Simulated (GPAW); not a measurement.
# Energy mapping worked by hand: free-standing square Cr monolayer, spacing 2.714 A

Aim: get Heisenberg couplings of free-standing square Cr monolayer, spacing 2.714 A from the energies of collinear orders, with pencil and paper, and test them on an order left out of the fit.

Calculated with GPAW 26.7.0; PBE; plane waves with GPAW's PAW setups, scalar-relativistic.

### 1. The structure

The cell holds 1 atom: 1 Cr. Cell: a = 2.714 Å, b = 2.714 Å, c = 14.000 Å, α = 90.0°, β = 90.0°, γ = 90.0°. model lattice. Vacuum lies along c.

As a file:

```cif
data_structure
_symmetry_space_group_name_H-M 'P 1'
_symmetry_Int_Tables_number 1
_cell_length_a 2.7140
_cell_length_b 2.7140
_cell_length_c 14.0000
_cell_angle_alpha 90.000
_cell_angle_beta 90.000
_cell_angle_gamma 90.000
_cell_volume 103.12
loop_
_atom_site_label
_atom_site_type_symbol
_atom_site_fract_x
_atom_site_fract_y
_atom_site_fract_z
_atom_site_occupancy
Cr1 Cr 0.00000 0.00000 0.50000 1
```

### 2. The parallel order

All energies count from this run.

order1.py

```python
import json
import numpy as np
from ase import Atoms
from ase.parallel import paropen, parprint
from gpaw import GPAW

atoms = Atoms(['Cr'],
    cell=[[2.714, 0.0, 0.0],
         [0.0, 2.714, 0.0],
         [0.0, 0.0, 14.0]],
    scaled_positions=[[0.0, 0.0, 0.5]],
    pbc=True,
    magmoms=[2.5])
atoms.calc = GPAW(mode={'name': 'pw', 'ecut': 550},
    xc='PBE',
    kpts={'size': (10, 10, 1), 'gamma': True},
    occupations={'name': 'fermi-dirac', 'width': 0.05},
    convergence={'density': 1e-05, 'energy': 1e-05},
    maxiter=200,
    symmetry={'tolerance': 1e-4},
    txt='order1.txt')
e = atoms.get_potential_energy(force_consistent=True)
res = {'free_energy': e, 'energy_sigma0': atoms.get_potential_energy(), 'fermi_energy': atoms.calc.get_fermi_level()}
res['moments'] = atoms.get_magnetic_moments().tolist()
res['total'] = atoms.get_magnetic_moment()
parprint('site moments (muB):', np.round(res['moments'], 3))
parprint(f"total moment: {res['total']:.3f} muB")
parprint(f'free energy: {e:.6f} eV')
atoms.calc.write('order1.gpw')
n = atoms.calc.get_pseudo_density()
up, down = (atoms.calc.get_pseudo_density(spin=i) for i in (0, 1))
np.savez('grids.npz', density=n, spin=up - down)
with paropen('results.json', 'w') as f:
    json.dump(res, f)
```

Launch:

```bash
> OMP_NUM_THREADS=1 python3 order1.py > order1.log
```

The log of the run:

```text
site moments (muB): [3.462]
total moment: 4.244 muB
free energy: -6.698008 eV

--- order1.txt ---
Input parameters:
  mode=PW(ecut=550),
  convergence={'density': 1e-05, 'energy': 1e-05},
  kpts=MonkhorstPack(size=(10, 10, 1), gamma=True),
  maxiter=200,
  occupations=Occupations(name='fermi-dirac', width=0.05),
  symmetry=Symmetry(tolerance=0.0001),
  xc=XC(name='PBE')

Diagonalizing LCAO Hamiltonian
[...]
|          3 |        -2.328 |     0.947 |        -0.764 |     0.000 |
|          4 |        -2.328 |     0.947 |         1.343 |     0.000 |
|          5 |        -2.121 |     0.221 |         1.365 |     0.000 |
|          6 |        -1.628 |     0.000 |         1.365 |     0.000 |
|          7 |         1.387 |     0.000 |         1.821 |     0.000 |
|          8 |         2.388 |     0.000 |         2.846 |     0.000 |

No gap
No difference between direct/indirect transitions


[key lines of the parts left out:]
Free energy:      -6.698008
Converged in 16 steps
dipole moment: (-6.476241, -6.476241, 0.000076)  # |e|*Ang
Fermi level: -2.184
```

Run time: 22 s. Hardware: 1 MPI rank of Intel Xeon Platinum 8488C (Sapphire Rapids), shared host; peak memory 0.19 GiB.

Spin moment in the augmentation sphere by atom:

```csv
atom,spin moment in the augmentation sphere (μB)
Cr1,3.46
```

This step gave:

```yaml
magnetization: 4.244 μB
final_state: ferromagnetic
```

After 16 cycles the largest moment stands at 3.46 μB.

### 3. The orders used for the fit

The other orders were run with the same settings, on meshes that hold the same points. Free energies (smearing 0.05 eV, its entropy term included) are divided by the number of Cr atoms; q is in fractions of the reciprocal vectors of the first run's cell.

```csv
order,atoms,mesh,free energy (eV),eV per Cr,largest moment (μB)
F +,1,10×10×1,-6.6980,-6.6980,3.46
"AF q=(0,1/2,0) +-",2,10×5×1,-14.2420,-7.1210,3.65
```

### 4. Counting neighbours

With E = −Σ J e_i·e_j over ordered pairs of unit vectors, turning a neighbour from parallel to opposed costs 2J a Cr atom. So an order lies 2 Σ n J over the parallel one, n being the opposed neighbours in each shell.

```csv
shell,distance (Å),neighbours,"opposed in AF q=(0,1/2,0) +-","opposed in AF q=(1/2,1/2,0) +-"
J1,2.71,4,2,4
J2,3.84,4,4,0
```

Only J1 is kept.

### 5. Solving

```
2 × 2 × J1 = -422.97 meV    (AF q=(0,1/2,0) +-)
J1 = -105.74 meV
```

### 6. The test

The couplings now give the orders that were left out:

```
2 × 4 × (-105.74) = -845.92 meV    (AF q=(1/2,1/2,0) +-)
```

The runs themselves:

```csv
order,atoms,mesh,free energy (eV),eV per Cr,largest moment (μB),over the parallel order (meV),foretold (meV)
"AF q=(1/2,1/2,0) +-",2,5×10×1,-14.6172,-7.3086,3.51,-610.59,-845.92
```

### 7. One more shell

The miss asks for the next shell, which takes one more order into the fit and leaves none for a test.

```
2 × 2 × J1 + 2 × 4 × J2 = -422.97 meV    (AF q=(0,1/2,0) +-)
2 × 4 × J1 = -610.59 meV    (AF q=(1/2,1/2,0) +-)
J1 = -76.32 meV
J2 = -14.71 meV
```

### 8. Summary of results

```yaml
j1_cr_cr_at_2p71_a: -106 meV
largest_miss_on_the_orders_left_out: 235 meV
j1_with_2_shells: -76.3 meV
j2_with_2_shells: -14.7 meV
```

The model misses the order left out by 235 meV, 39 % of the span of the orders, so it fails: these couplings alone don't describe the crystal. With the next shell added the couplings are J1 = -76.32 and J2 = -14.71 meV, untested. The first dropped shell that the test feels is J2 at 3.84 Å. The site moments spread by 5.2 % over the orders. In a metal couplings reach far, and the mesh was not tested. The couplings are effective ones: further shells with opposed neighbours are folded into them or show in the miss. No mean-field temperature is given: it needs a model that holds, an unfrustrated order and couplings in all three dimensions.

[Logs and program files are shortened in this print: banners, set-up blocks, solver, clock and traceback lines can be left out without a mark of their own.]

[Logs are printed without paths, hosts, clocks, repeated set-up lines and the standing remarks that a program may print on its own settings, such as how far it seeks lower states.]

[Hosts, paths, dates, database ids (printed as entryN), source tags and the programs' standing remarks are cut or masked in the printed files.]

[Where a cell is said to come from a database of computed structures, the database is the Materials Project.]
